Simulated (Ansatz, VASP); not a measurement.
One calculation of As, two programs

File INCAR:

```
SYSTEM = As
  PREC = Accurate
  ENCUT = 520
  EDIFF = 1E-6
  ISMEAR = 0
  SIGMA = 0.05
  LREAL = .False.
  LASPH = .True.
  NELM = 100
  ALGO = Normal
  ISIF = 2
  LWAVE = .False.
  LCHARG = .False.
  LDIPOL = .True.
  IDIPOL = 3
  DIPOL = 0.5 0.5 0.369
  GGA = PE
  IVDW = 12
  NBANDS = 18
```

KPOINTS

```
Automatic mesh
0
Gamma
  9 9 1
  0 0 0
```

Contents of POSCAR:

```
As
1.0
    3.5713380906      0.0000000000      0.0000000000
   -1.7856690453      3.0928695120      0.0000000000
    0.0000000000      0.0000000000     20.2952802043
As
4
Direct
    0.3333333333      0.6666666667      0.2905917062
    0.6666666667      0.3333333333      0.2217264287
    0.6666666667      0.3333333333      0.5166363853
    0.3333333333      0.6666666667      0.4477711079
```

Input for Ansatz:

```yaml
crystal:
  lattice:
    - [3.5713380906, 0.0, 0.0]
    - [-1.7856690453, 3.092869512, 0.0]
    - [0.0, 0.0, 20.2952802043]
  atoms:
    - { symbol: As, position: [0.3333333333, 0.6666666667, 0.2905917062] }
    - { symbol: As, position: [0.6666666667, 0.3333333333, 0.2217264287] }
    - { symbol: As, position: [0.6666666667, 0.3333333333, 0.5166363853] }
    - { symbol: As, position: [0.3333333333, 0.6666666667, 0.4477711079] }
basis:
  ecutwfc: 420
kpoints:
  mp_grid: { grid: [9, 9, 1] }
hamiltonian:
  xc: pbe
  dispersion: d3bj
scf:
  occupations: { method: gaussian, width: 0.05 }
output:
  forces: true
  eigenvalues: true
efield:
  axis: 3
  dipole_correction: true
  ramp_width: 0.04
```

Alike in both runs: task single point; functional PBE; dispersion D3(BJ); k mesh 9 × 9 × 1; occupations gaussian, width 0.05 eV; no spin polarisation.

|  | VASP | Ansatz |
| --- | --- | --- |
| version | VASP 6.6.1 | Ansatz 0.2.0 |
| potentials or method | VASP PAW PBE potentials, release 64 (As) | scalar-relativistic, plane waves, PAW |
| plane-wave cutoff (eV) | 520 | 420 |
| valence electrons in the cell | 20 | 60 |

```tsv
	VASP	Ansatz	Ansatz less VASP
gap on the k mesh at the Fermi level (eV)	0.61	0.63	+0.023
least direct gap on the mesh (eV)	1.16	1.18	+0.023
rms of the force components (eV/Å)	0.150	0.170	+0.0194
```

Atom by atom the forces differ by 0.053 eV/Å (rms over components). The functional is the same, so the differences come from potentials, cutoffs and numerics. The two sets of potentials don't hold the same shells in valence.

As with any semilocal functional, this PBE gap is likely too small.
